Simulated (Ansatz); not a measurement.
**ZnO (P6_3mc) under several functionals**

**Experimental background.**

“Local structures of polar wurtzites Zn1-xMgxO studied by Raman and 67Zn/25Mg NMR spectroscopies and by total neutron scattering”, 2008, arxiv:0808.0492 reports, for a powder of ZnO at 298 K: lattice constant a 3.24945 ± 0.00001 Å.

“Local structure evolution in polycrystalline Zn1-xMgxO (0x0.15) studied by Raman and by synchrotron x-ray pair distribution analysis”, 2007, arxiv:0706.0289 reports, for a powder of ZnO at 300 K: lattice constant c 5.2101 ± 0.0004 Å.

Plane-wave DFT in Ansatz with scalar-relativistic PAW potentials. The same structure was relaxed (cell and atoms, symmetry kept) in separate runs at each level. No spin polarisation.

Question: How do the levels PBE, PBEsol, r2SCAN compare?

Answer:
| level | cutoff (eV) | k mesh | V (Å³/atom) | a (Å) | c (Å) | gap (eV) |
| --- | --- | --- | --- | --- | --- | --- |
| PBEsol | 420 | 12×12×6 | 11.781 | 3.230 | 5.214 | 0.70 |
| r2SCAN | 500 | 12×12×6 | 11.809 | 3.235 | 5.212 | 1.24 |
| PBE | 420 | 12×12×6 | 12.325 | 3.279 | 5.293 | 0.74 |

The usual order of volumes, PBEsol < PBE, holds here (11.781, 12.325 Å³/atom). As a rule PBEsol, built on the gradient expansion of slowly varying densities, lies between LDA and PBE; PBE's stronger gradient term for exchange weakens bonds. r2SCAN lies 4.2 % under PBE in volume. Each gap belongs to its own cell, so it mixes the functional's effect with that of the volume; gaps are the least found on the k mesh or on a band path.

For PBE: A measured lattice constant a of ZnO is 3.24945 Å (298 K; powder; “Local structures of polar wurtzites Zn1-xMgxO studied by Raman and 67Zn/25Mg NMR spectroscopies and by total neutron scattering”, 2008, arxiv:0808.0492); the calculated 3.279 Å misses it by +0.9 %. 2 values of this kind are on record in papers (3.24945 to 3.2513 Å); this one was drawn at random among those near their median, those with a stated uncertainty first. Measured lattice constant c of ZnO: 5.2101 Å (300 K; powder; “Local structure evolution in polycrystalline Zn1-xMgxO (0x0.15) studied by Raman and by synchrotron x-ray pair distribution analysis”, 2007, arxiv:0706.0289). This calculation gives 5.293 Å (+1.6 %). 2 values of this kind are on record in papers (5.20574 to 5.2101 Å); this one was drawn at random among those near their median, those with a stated uncertainty first. The calculations are for 0 K without zero-point motion.